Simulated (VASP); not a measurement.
Write the native input for VASP 6.6.1 that does the following.

```yaml
Task: single point
Functional: r2SCAN
Potentials_or_basis: VASP PAW PBE potentials, release 64 (Zn, Se)
Cutoff: 520 eV
k_mesh: 6 × 6 × 6
Occupations: fermi-dirac, width 0.02 eV
Spin: no spin polarisation
Dipole_correction: no
Further_INCAR_settings: ALGO = Normal; EDIFF = 1e-07; NBANDS = 16
```

ZnSe:

```
CELL_PARAMETERS angstrom
3.32515 0.00000 0.00000
0.00000 3.32515 0.00000
0.00000 0.00000 3.32515
ATOMIC_POSITIONS crystal
Zn 0.00000 0.00000 0.00000
Se 0.50000 0.50000 0.50000
```

The cell was built by a generator and needn't be a form met in nature.

The input as run:

POSCAR

```
ZnSe
1.0
    3.3251530459      0.0000000000      0.0000000000
    0.0000000000      3.3251530459      0.0000000000
    0.0000000000      0.0000000000      3.3251530459
Zn Se
1 1
Direct
    0.0000000000      0.0000000000      0.0000000000
    0.5000000000      0.5000000000      0.5000000000
```

INCAR.step1

```
PREC = Accurate
ENCUT = 520
ISMEAR = -1
SIGMA = 0.02
LREAL = False
LASPH = True
NELM = 100
NBANDS = 16
GGA = PE
ALGO = Normal
EDIFF = 1E-4
LWAVE = True
LCHARG = False
```

INCAR.step2

```
PREC = Accurate
ENCUT = 520
EDIFF = 1E-7
ISMEAR = -1
SIGMA = 0.02
LREAL = False
LASPH = True
NELM = 100
ALGO = Normal
ISIF = 2
LWAVE = False
LCHARG = False
METAGGA = R2SCAN
LMIXTAU = True
NBANDS = 16
ISTART = 1
```

KPOINTS

```
Automatic mesh
0
Gamma
  6 6 6
```

Potentials or basis: VASP PAW PBE potentials, release 64 (Zn, Se).

Launch:

```bash
$ cat potpaw_PBE.64/Zn/POTCAR potpaw_PBE.64/Se/POTCAR > POTCAR
$ cp INCAR.step1 INCAR
$ mpirun -np 1 vasp_std > vasp.out
$ cp INCAR.step2 INCAR
$ mpirun -np 1 vasp_std > vasp.out
```

Results of the run:

```yaml
Pressure: -0.2 GPa
Band_gap_on_the_k_mesh: none (metal or under the smearing width)
```

Caveat: the PAW data sets were made with another functional, which shifts forces and pressure a little.

Wall time 54 s on 1 thread of Intel(R) Xeon(R) Platinum 8488C (Sapphire Rapids), on a shared host, peak memory 0.16 GiB.
